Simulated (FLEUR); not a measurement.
# Ni (P6_3/mmc) in FLEUR: a series of runs

One crystal, Ni, is run at these levels: r2SCAN; tasks: band structure, equation of state.

Program: FLEUR MaX-R8.1 (later development tree). These are calculated values, not measurements. Logs are shortened: lines on timing, memory, paths and dates and some standing lists are left out, and cuts for length are marked.

### 1 The crystal as given

The structure is hexagonal, space group P6_3/mmc (No. 194). Conventional cell: a = 2.448 Å, b = 2.448 Å, c = 4.073 Å, α = 90.00°, β = 90.00°, γ = 120.00°. Ni (site symmetry -6m2) has 12 Ni at 2.45 to 2.48 Å as nearest neighbours.

This isn't the form of Ni at room conditions, which is fcc.

### 2 Band structure, r2SCAN, collinear spin, ferromagnetic start

inp.xml reads:

```xml
<?xml version="1.0" encoding="UTF-8" standalone="no"?>
<fleurInput fleurInputVersion="0.39">
   <comment>
      Ni                                                                                                  
   </comment>
   <calculationSetup>
      <cutoffs Kmax="4.58" Gmax="14.2" GmaxXC="14.2" numbands="0"/>
      <scfLoop itmax="80" minDistance="0.0001" maxIterBroyd="30" imix="Anderson" alpha="0.05" precondParam="0.0" spinf="2.0" sdNocoIR="T"/>
      <coreElectrons ctail="F" frcor="F" kcrel="0" coretail_lmax="0"/>
      <xcFunctional name="LibXC" relativisticCorrections="F">
         <LibXCName exchange="mgga_x_r2scan" correlation="mgga_c_r2scan"/>
         <AuxGGA exchange="117" correlation="130"/>
      </xcFunctional>
      <magnetism jspins="2"/>
      <soc l_soc="F" theta="0.0" phi="0.0" spav="F"/>
      <expertModes spex="0" secvar="F"/>
      <geometryOptimization l_f="F" forcealpha="1.0" forcemix="BFGS" epsdisp="0.00001" epsforce="0.00001"/>
      <ldaU l_linMix="F" mixParam="0.05" spinf="1.0"/>
   </calculationSetup>
   <cell>
      <bzIntegration valenceElectrons="36.0" mode="hist" fermiSmearingEnergy="0.00183747">
         <kPointListSelection listName="default-1"/>
         <!-- k-points included here -->
         <xi:include xmlns:xi="http://www.w3.org/2001/XInclude" href="kpts.xml"> </xi:include>
      </bzIntegration>
      <!-- symmetry operations included here -->
      <xi:include xmlns:xi="http://www.w3.org/2001/XInclude" href="sym.xml"> </xi:include>
      <bulkLattice scale="1.0">
         <bravaisMatrix>
            <row-1>    4.6260928235916561     0.0000000000000000     0.0000000000000000</row-1>
            <row-2>   -2.3130464117958280     4.0063139056071364     0.0000000000000000</row-2>
            <row-3>    0.0000000000000000     0.0000000000000000     7.6964908654976432</row-3>
         </bravaisMatrix>
      </bulkLattice>
   </cell>
   <atomSpecies>
      <species name="Nickel (Ni1.000" element="Ni" atomicNumber="28">
         <mtSphere radius="2.14" gridPoints="707" logIncrement="0.017"/>
         <atomicCutoffs lmax="9" lnonsphr="9"/>
         <electronConfig flipSpins="F">
            <coreConfig>(1s1/2) (2s1/2) (2p1/2) (2p3/2)</coreConfig>
            <valenceConfig>(3s1/2) (3p1/2) (3p3/2) (4s1/2) (3d3/2) (3d5/2)</valenceConfig>
            <stateOccupation state="(3d3/2)" spinUp="1.6" spinDown="1.6"/>
            <stateOccupation state="(3d5/2)" spinUp="2.9" spinDown="1.9"/>
         </electronConfig>
         <energyParameters s="4" p="4" d="3" f="4"/>
         <lo type="SCLO" l="0" n="3" eDeriv="0"/>
         <lo type="SCLO" l="1" n="3" eDeriv="0"/>
         <lo type="SCLO" l="1" n="3" eDeriv="1"/>
         <lo type="SCLO" l="2" n="3" eDeriv="2"/>
         <lo type="SCLO" l="3" n="4" eDeriv="2"/>
      </species>
   </atomSpecies>
   <atomGroups>
      <atomGroup species="Nickel (Ni1.000">
         <relPos label="                   1">-1.000/3.000 1.000/3.000 -1.000/4.000</relPos>
         <relPos label="                   2">1.000/3.000 -1.000/3.000 1.000/4.000</relPos>
         <force calculate="T" relaxXYZ="TTT"/>
      </atomGroup>
   </atomGroups>
   <output dos="F" band="F" slice="F">
      <checks vchk="F" cdinf="F"/>
      <bandDOS minEnergy="-.5*Htr" maxEnergy="0.5*Htr" sigma="0.015" storeEVData="T"/>
      <vacuumDOS vacdos="F" integ="F" star="F" nstars="0" locx1="0.0" locy1="0.0" locx2="0.0" locy2="0.0" nstm="0" tworkf="0.0"/>
      <unfoldingBand unfoldBand="F" supercellX="1" supercellY="1" supercellZ="1"/>
      <plotting iplot="0" polar="F">
         <plot TwoD="T" vec1="  1.0  0.0  0.0" vec2="  0.0  1.0  0.0" vec3="  0.0  0.0  1.0" zero="  0.0  0.0  0.0" file="plot"/>
      </plotting>
      <chargeDensitySlicing numkpt="0" minEigenval="0.0" maxEigenval="0.0" nnne="0" pallst="F"/>
      <specialOutput eonly="F"/>
      <moessbauerParams electricFieldGradient="T" isomerShift="T" coreHyperfine="T" valenceHyperfine="T"/>
      <magneticCircularDichroism mcd="F" energyLo="-10.0" energyUp="0.0"/>
   </output>
  <!-- We include the file relax.xml here to enable relaxations (see documentation) -->
  <xi:include xmlns:xi="http://www.w3.org/2001/XInclude" href="relax.xml"> <xi:fallback/> </xi:include>
</fleurInput>
```

crystal.txt reads:

```
Ni
&input cartesian=F /
2.4480228978  0.0000000000  0.0000000000
-1.2240114489  2.1200500186  0.0000000000
0.0000000000  0.0000000000  4.0728075700
1.8897261246
1.0 1.0 1.0

2
28 0.6666666666  0.3333333332  0.7500000000 : 1.000
28 0.3333333332  0.6666666666  0.2500000000 : 1.000

&kpt div1=12 div2=12 div3=7 gamma=T /
```

inp.xml (bands) reads:

```
<?xml version="1.0" encoding="UTF-8" standalone="no"?>
<fleurInput fleurInputVersion="0.39">
   <comment>
      Ni                                                                                                  
   </comment>
   <calculationSetup>
      <cutoffs Kmax="4.58" Gmax="14.2" GmaxXC="14.2" numbands="0"/>
      <scfLoop itmax="80" minDistance="0.0001" maxIterBroyd="30" imix="Anderson" alpha="0.05" precondParam="0.0" spinf="2.0" sdNocoIR="T"/>
      <coreElectrons ctail="F" frcor="F" kcrel="0" coretail_lmax="0"/>
      <xcFunctional name="LibXC" relativisticCorrections="F">
         <LibXCName exchange="mgga_x_r2scan" correlation="mgga_c_r2scan"/>
         <AuxGGA exchange="117" correlation="130"/>
      </xcFunctional>
      <magnetism jspins="2"/>
      <soc l_soc="F" theta="0.0" phi="0.0" spav="F"/>
      <expertModes spex="0" secvar="F"/>
      <geometryOptimization l_f="F" forcealpha="1.0" forcemix="BFGS" epsdisp="0.00001" epsforce="0.00001"/>
      <ldaU l_linMix="F" mixParam="0.05" spinf="1.0"/>
   </calculationSetup>
   <cell>
      <bzIntegration valenceElectrons="36.0" mode="hist" fermiSmearingEnergy="0.00183747">
         <kPointListSelection listName="path-1"/>
         <!-- k-points included here -->
         <xi:include xmlns:xi="http://www.w3.org/2001/XInclude" href="kpts.xml"> </xi:include>
      </bzIntegration>
      <!-- symmetry operations included here -->
      <xi:include xmlns:xi="http://www.w3.org/2001/XInclude" href="sym.xml"> </xi:include>
      <bulkLattice scale="1.0">
         <bravaisMatrix>
            <row-1>    4.6260928235916561     0.0000000000000000     0.0000000000000000</row-1>
            <row-2>   -2.3130464117958280     4.0063139056071364     0.0000000000000000</row-2>
            <row-3>    0.0000000000000000     0.0000000000000000     7.6964908654976432</row-3>
         </bravaisMatrix>
      </bulkLattice>
   </cell>
   <atomSpecies>
      <species name="Nickel (Ni1.000" element="Ni" atomicNumber="28">
         <mtSphere radius="2.14" gridPoints="707" logIncrement="0.017"/>
         <atomicCutoffs lmax="9" lnonsphr="9"/>
         <electronConfig flipSpins="F">
            <coreConfig>(1s1/2) (2s1/2) (2p1/2) (2p3/2)</coreConfig>
            <valenceConfig>(3s1/2) (3p1/2) (3p3/2) (4s1/2) (3d3/2) (3d5/2)</valenceConfig>
            <stateOccupation state="(3d3/2)" spinUp="1.6" spinDown="1.6"/>
            <stateOccupation state="(3d5/2)" spinUp="2.9" spinDown="1.9"/>
         </electronConfig>
         <energyParameters s="4" p="4" d="3" f="4"/>
         <lo type="SCLO" l="0" n="3" eDeriv="0"/>
         <lo type="SCLO" l="1" n="3" eDeriv="0"/>
         <lo type="SCLO" l="1" n="3" eDeriv="1"/>
         <lo type="SCLO" l="2" n="3" eDeriv="2"/>
         <lo type="SCLO" l="3" n="4" eDeriv="2"/>
      </species>
   </atomSpecies>
   <atomGroups>
      <atomGroup species="Nickel (Ni1.000">
         <relPos label="                   1">-1.000/3.000 1.000/3.000 -1.000/4.000</relPos>
         <relPos label="                   2">1.000/3.000 -1.000/3.000 1.000/4.000</relPos>
         <force calculate="T" relaxXYZ="TTT"/>
      </atomGroup>
   </atomGroups>
   <output dos="F" band="T" slice="F">
      <checks vchk="F" cdinf="F"/>
      <bandDOS minEnergy="-.5*Htr" maxEnergy="0.5*Htr" sigma="0.015" storeEVData="T"/>
      <vacuumDOS vacdos="F" integ="F" star="F" nstars="0" locx1="0.0" locy1="0.0" locx2="0.0" locy2="0.0" nstm="0" tworkf="0.0"/>
      <unfoldingBand unfoldBand="F" supercellX="1" supercellY="1" supercellZ="1"/>
      <plotting iplot="0" polar="F">
         <plot TwoD="T" vec1="  1.0  0.0  0.0" vec2="  0.0  1.0  0.0" vec3="  0.0  0.0  1.0" zero="  0.0  0.0  0.0" file="plot"/>
      </plotting>
      <chargeDensitySlicing numkpt="0" minEigenval="0.0" maxEigenval="0.0" nnne="0" pallst="F"/>
      <specialOutput eonly="F"/>
      <moessbauerParams electricFieldGradient="T" isomerShift="T" coreHyperfine="T" valenceHyperfine="T"/>
      <magneticCircularDichroism mcd="F" energyLo="-10.0" energyUp="0.0"/>
   </output>
  <!-- We include the file relax.xml here to enable relaxations (see documentation) -->
  <xi:include xmlns:xi="http://www.w3.org/2001/XInclude" href="relax.xml"> <xi:fallback/> </xi:include>
</fleurInput>
```

Potentials or basis: all-electron, FLAPW.

Command:

```sh
$ inpgen -f crystal.txt -profile fastHighL
$ # inp.xml edited to the form shown
$ fleur_MPI
$ fleur_MPI   # second run, on inp.xml (bands)
```

What it wrote:

```text
Welcome to FLEUR        (www.flapw.de)
      MaX-Release 8.1          (www.max-centre.eu)
 func_ids         498         497         498         497
 MetaGGA potential functional detected - V_tau will be computed
 Auxiliary Potential for radial basis: exchange=         117  correlation=         130
The functional 'Re-regularized SCAN exchange by Furness et al' is an exchange functional, it belongs to the 'MGGA' family and is defined in the reference(s):
[1] J. W. Furness, A. D. Kaplan, J. Ning, J. P. Perdew, and J. Sun.,  J. Phys. Chem. Lett. 11, 8208-8215 (2020)
[2] J. W. Furness, A. D. Kaplan, J. Ning, J. P. Perdew, and J. Sun.,  J. Phys. Chem. Lett. 11, 9248-9248 (2020)
The functional 'Re-regularized SCAN correlation by Furness et al' is a correlation functional, it belongs to the 'MGGA' family and is defined in the reference(s):
[1] J. W. Furness, A. D. Kaplan, J. Ning, J. P. Perdew, and J. Sun.,  J. Phys. Chem. Lett. 11, 8208-8215 (2020)
[2] J. W. Furness, A. D. Kaplan, J. Ning, J. P. Perdew, and J. Sun.,  J. Phys. Chem. Lett. 11, 9248-9248 (2020)
 Using same functional for VXC and EXC

 ========== k-point set info ==========
 Selected k-point list: default-1
 k-point list type: mesh
 12 x 12 x 7
 Number of k points: 76

 ------------Calculation Setup---------------------------
 Number of MPI-tasks      :            1
 Number of PE/node        :            1
 Number of OMP-threads    :            1
 Most efficient MPI parallelization for:
           1           2           4          19          38          76
 Additional eigenvalue parallelization possible
 Number of basis functions:          315
 Approximate size of matrices (H+S) per k-point:         0.001 GB
 --------------------------------------------------------
The functional 'Hammer, Hansen, and Norskov' is an exchange functional, it belongs to the 'GGA' family and is defined in the reference(s):
[1] B. Hammer, L. B. Hansen, and J. K. Nørskov.,  Phys. Rev. B 59, 7413 (1999)
The functional 'Perdew, Burke & Ernzerhof' is a correlation functional, it belongs to the 'GGA' family and is defined in the reference(s):
[1] J. P. Perdew, K. Burke, and M. Ernzerhof.,  Phys. Rev. Lett. 77, 3865 (1996)
[2] J. P. Perdew, K. Burke, and M. Ernzerhof.,  Phys. Rev. Lett. 78, 1396 (1997)
 Using same functional for VXC and EXC
 Using auxiliary GGA potential for the first iteration of MetaGGA calculation.
 Reset of history
 Reset of history
 Iteration:     1   Distance:      29.96596474 me/bohr^3
The functional 'Hammer, Hansen, and Norskov' is an exchange functional, it belongs to the 'GGA' family and is defined in the reference(s):
[1] B. Hammer, L. B. Hansen, and J. K. Nørskov.,  Phys. Rev. B 59, 7413 (1999)
The functional 'Perdew, Burke & Ernzerhof' is a correlation functional, it belongs to the 'GGA' family and is defined in the reference(s):
[1] J. P. Perdew, K. Burke, and M. Ernzerhof.,  Phys. Rev. Lett. 77, 3865 (1996)
[2] J. P. Perdew, K. Burke, and M. Ernzerhof.,  Phys. Rev. Lett. 78, 1396 (1997)
 Using same functional for VXC and EXC
 Iteration:     2   Distance:      28.56279784 me/bohr^3
The functional 'Hammer, Hansen, and Norskov' is an exchange functional, it belongs to the 'GGA' family and is defined in the reference(s):
[1] B. Hammer, L. B. Hansen, and J. K. Nørskov.,  Phys. Rev. B 59, 7413 (1999)
The functional 'Perdew, Burke & Ernzerhof' is a correlation functional, it belongs to the 'GGA' family and is defined in the reference(s):
[1] J. P. Perdew, K. Burke, and M. Ernzerhof.,  Phys. Rev. Lett. 77, 3865 (1996)
[2] J. P. Perdew, K. Burke, and M. Ernzerhof.,  Phys. Rev. Lett. 78, 1396 (1997)
 Using same functional for VXC and EXC
 Iteration:     3   Distance:      26.84171278 me/bohr^3
The functional 'Hammer, Hansen, and Norskov' is an exchange functional, it belongs to the 'GGA' family and is defined in the reference(s):
[1] B. Hammer, L. B. Hansen, and J. K. Nørskov.,  Phys. Rev. B 59, 7413 (1999)
The functional 'Perdew, Burke & Ernzerhof' is a correlation functional, it belongs to the 'GGA' family and is defined in the reference(s):
[1] J. P. Perdew, K. Burke, and M. Ernzerhof.,  Phys. Rev. Lett. 77, 3865 (1996)
[2] J. P. Perdew, K. Burke, and M. Ernzerhof.,  Phys. Rev. Lett. 78, 1396 (1997)
 Using same functional for VXC and EXC
 Iteration:     4   Distance:      15.59586724 me/bohr^3
The functional 'Hammer, Hansen, and Norskov' is an exchange functional, it belongs to the 'GGA' family and is defined in the reference(s):
[1] B. Hammer, L. B. Hansen, and J. K. Nørskov.,  Phys. Rev. B 59, 7413 (1999)
The functional 'Perdew, Burke & Ernzerhof' is a correlation functional, it belongs to the 'GGA' family and is defined in the reference(s):
[1] J. P. Perdew, K. Burke, and M. Ernzerhof.,  Phys. Rev. Lett. 77, 3865 (1996)
[2] J. P. Perdew, K. Burke, and M. Ernzerhof.,  Phys. Rev. Lett. 78, 1396 (1997)
 Using same functional for VXC and EXC
 Iteration:     5   Distance:       2.86085165 me/bohr^3
The functional 'Hammer, Hansen, and Norskov' is an exchange functional, it belongs to the 'GGA' family and is defined in the reference(s):
[... 102 lines left out ...]
 Using same functional for VXC and EXC
 Iteration:    20   Distance:       0.00128308 me/bohr^3
The functional 'Hammer, Hansen, and Norskov' is an exchange functional, it belongs to the 'GGA' family and is defined in the reference(s):
[1] B. Hammer, L. B. Hansen, and J. K. Nørskov.,  Phys. Rev. B 59, 7413 (1999)
The functional 'Perdew, Burke & Ernzerhof' is a correlation functional, it belongs to the 'GGA' family and is defined in the reference(s):
[1] J. P. Perdew, K. Burke, and M. Ernzerhof.,  Phys. Rev. Lett. 77, 3865 (1996)
[2] J. P. Perdew, K. Burke, and M. Ernzerhof.,  Phys. Rev. Lett. 78, 1396 (1997)
 Using same functional for VXC and EXC
 Iteration:    21   Distance:       0.00017154 me/bohr^3
The functional 'Hammer, Hansen, and Norskov' is an exchange functional, it belongs to the 'GGA' family and is defined in the reference(s):
[1] B. Hammer, L. B. Hansen, and J. K. Nørskov.,  Phys. Rev. B 59, 7413 (1999)
The functional 'Perdew, Burke & Ernzerhof' is a correlation functional, it belongs to the 'GGA' family and is defined in the reference(s):
[1] J. P. Perdew, K. Burke, and M. Ernzerhof.,  Phys. Rev. Lett. 77, 3865 (1996)
[2] J. P. Perdew, K. Burke, and M. Ernzerhof.,  Phys. Rev. Lett. 78, 1396 (1997)
 Using same functional for VXC and EXC
 Iteration:    22   Distance:       0.00013321 me/bohr^3
The functional 'Hammer, Hansen, and Norskov' is an exchange functional, it belongs to the 'GGA' family and is defined in the reference(s):
[1] B. Hammer, L. B. Hansen, and J. K. Nørskov.,  Phys. Rev. B 59, 7413 (1999)
The functional 'Perdew, Burke & Ernzerhof' is a correlation functional, it belongs to the 'GGA' family and is defined in the reference(s):
[1] J. P. Perdew, K. Burke, and M. Ernzerhof.,  Phys. Rev. Lett. 77, 3865 (1996)
[2] J. P. Perdew, K. Burke, and M. Ernzerhof.,  Phys. Rev. Lett. 78, 1396 (1997)
 Using same functional for VXC and EXC
 Iteration:    23   Distance:       0.00003524 me/bohr^3

 ********************************************************************
 Run finished successfully
 Stop message:
   all done
 ********************************************************************
```

Run time: 1.7 min. Hardware: 1 thread of Intel Xeon 6975P-C (Granite Rapids), shared host; peak memory 0.12 GiB.

Results:

| Item | Value |
| --- | --- |
| Free energy | -82775.5163 eV |
| Band gap along the path | none (metal or under the smearing width) |
| Net moment | 1.49 μB per cell |
| Site moments | Ni +0.81 μB |
| Valence electrons inside the program's atomic spheres | Ni 16.75 (radii Ni 2.14 bohr) |

Levels at the corners of the path, in eV from the Fermi level:
Spin up:
```csv
point,band 14,band 15,band 16,band 17,band 18,band 19,band 20,band 21,band 22,band 23
Γ,-2.64,-2.64,-2.02,-2.02,-1.07,-1.07,-0.76,5.52,23.63,25.99
M,-2.78,-2.64,-1.06,-0.94,-0.90,0.92,3.01,9.59,10.23,12.70
K,-3.03,-2.35,-1.42,-1.42,-1.15,4.39,5.23,5.23,12.46,13.18
Γ,-2.64,-2.64,-2.02,-2.02,-1.07,-1.07,-0.76,5.52,23.63,25.99
A,-2.92,-2.92,-2.92,-1.38,-1.38,-1.38,-1.38,14.51,14.51,24.39
L,-1.94,-1.47,-1.47,-0.99,-0.99,1.32,1.32,7.06,7.06,19.31
H,-3.30,-2.20,-2.20,-1.17,-1.17,5.64,5.64,7.23,7.23,9.57
A,-2.92,-2.92,-2.92,-1.38,-1.38,-1.38,-1.38,14.51,14.51,24.39
L,-1.94,-1.47,-1.47,-0.99,-0.99,1.32,1.32,7.06,7.06,19.31
M,-2.78,-2.64,-1.06,-0.94,-0.90,0.92,3.01,9.59,10.23,12.70
K,-3.03,-2.35,-1.42,-1.42,-1.15,4.39,5.23,5.23,12.46,13.18
H,-3.30,-2.20,-2.20,-1.17,-1.17,5.64,5.64,7.23,7.23,9.57
```
Spin down:
```
point  band 13  band 14  band 15  band 16  band 17  band 18  band 19  band 20
    Γ    -1.67    -1.42    -1.42    -1.11    -1.11    -0.94    -0.10    -0.10
    M    -2.04    -1.95    -1.32     0.07     0.31     0.43     1.83     3.67
    K    -2.29    -2.29    -1.21    -0.20     0.10     0.10     4.85     5.70
    Γ    -1.67    -1.42    -1.42    -1.11    -1.11    -0.94    -0.10    -0.10
    A    -1.78    -1.78    -1.78    -1.78    -0.38    -0.38    -0.38    -0.38
    L    -1.05    -1.05    -0.34    -0.34     0.38     0.38     1.51     1.51
    H    -2.48    -2.48    -1.14    -1.14     0.28     0.28     5.94     5.94
    A    -1.78    -1.78    -1.78    -1.78    -0.38    -0.38    -0.38    -0.38
    L    -1.05    -1.05    -0.34    -0.34     0.38     0.38     1.51     1.51
    M    -2.04    -1.95    -1.32     0.07     0.31     0.43     1.83     3.67
    K    -2.29    -2.29    -1.21    -0.20     0.10     0.10     4.85     5.70
    H    -2.48    -2.48    -1.14    -1.14     0.28     0.28     5.94     5.94
```

Core levels (eV from the Fermi level):
| atom | levels |
| --- | --- |
| 1 Ni | 1s1/2 -8203.2, 2s1/2 -973.7, 2p1/2 -848.0, 2p3/2 -830.5 |
| 2 Ni | 1s1/2 -8203.2, 2s1/2 -973.7, 2p1/2 -848.0, 2p3/2 -830.5 |

Caveat: the meta-GGA is that of a development version, with a GGA for the radial functions and cores and without core tails.

(Part 1 of 2 ends here.)
